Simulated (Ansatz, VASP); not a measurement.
**One calculation of NaS6, two programs**

File INCAR:

```
SYSTEM = NaS6
ALGO = Normal
EDIFF = 1E-7
ENCUT = 520
GGA = PE
ISIF = 2
ISMEAR = 0
LASPH = .TRUE.
LCHARG = .TRUE.
LELF = .TRUE.
LREAL = .FALSE.
LVHAR = .TRUE.
LWAVE = .FALSE.
NBANDS = 30
NELM = 100
PREC = Accurate
SIGMA = 0.1
```

KPOINTS

```
k-points
0
G
  4 4 4
  0 0 0
```

Contents of POSCAR:

```
NaS6
1.0
    0.0000000000      4.4885215300      4.4885215300
    4.4885215300      0.0000000000      4.4885215300
    4.4885215300      4.4885215300      0.0000000000
Na S
1 6
Direct
    0.5000000000      0.5000000000      0.5000000000
    0.5000000000      0.0000000000      0.0000000000
    0.0000000000      0.5000000000      0.5000000000
    0.0000000000      0.5000000000      0.0000000000
    0.5000000000      0.0000000000      0.5000000000
    0.0000000000      0.0000000000      0.5000000000
    0.5000000000      0.5000000000      0.0000000000
```

Input for Ansatz:

```yaml
crystal:
  lattice:
    - [0.0, 4.48852153, 4.48852153]
    - [4.48852153, 0.0, 4.48852153]
    - [4.48852153, 4.48852153, 0.0]
  atoms:
    - { symbol: Na, position: [0.5, 0.5, 0.5] }
    - { symbol: S, position: [0.5, 0.0, 0.0] }
    - { symbol: S, position: [0.0, 0.5, 0.5] }
    - { symbol: S, position: [0.0, 0.5, 0.0] }
    - { symbol: S, position: [0.5, 0.0, 0.5] }
    - { symbol: S, position: [0.0, 0.0, 0.5] }
    - { symbol: S, position: [0.5, 0.5, 0.0] }
basis:
  ecutwfc: 420
kpoints:
  mp_grid: { grid: [4, 4, 4] }
hamiltonian:
  xc: pbe
scf:
  occupations: { method: gaussian, width: 0.1 }
  lower_state_search: "off"
output:
  forces: true
  stress: true
  eigenvalues: true
```

Alike in both runs: task single point; functional PBE; k mesh 4 × 4 × 4; occupations gaussian, width 0.1 eV; no spin polarisation.

|  | VASP | Ansatz |
| --- | --- | --- |
| version | VASP 6.6.1 | Ansatz 0.2.0 |
| potentials or method | VASP PAW PBE potentials, release 64 (Na_pv, S) | scalar-relativistic, plane waves, PAW |
| plane-wave cutoff (eV) | 520 | 420 |
| valence electrons in the cell | 43 | 45 |

```csv
,VASP,Ansatz,Ansatz less VASP
gap on the k mesh at the Fermi level (eV),none,none,-
pressure (GPa),-9.9,-9.9,+0.03
```

A gap of «none» marks a metal or a gap that the smearing closes. The two sets of potentials don't hold the same shells in valence.
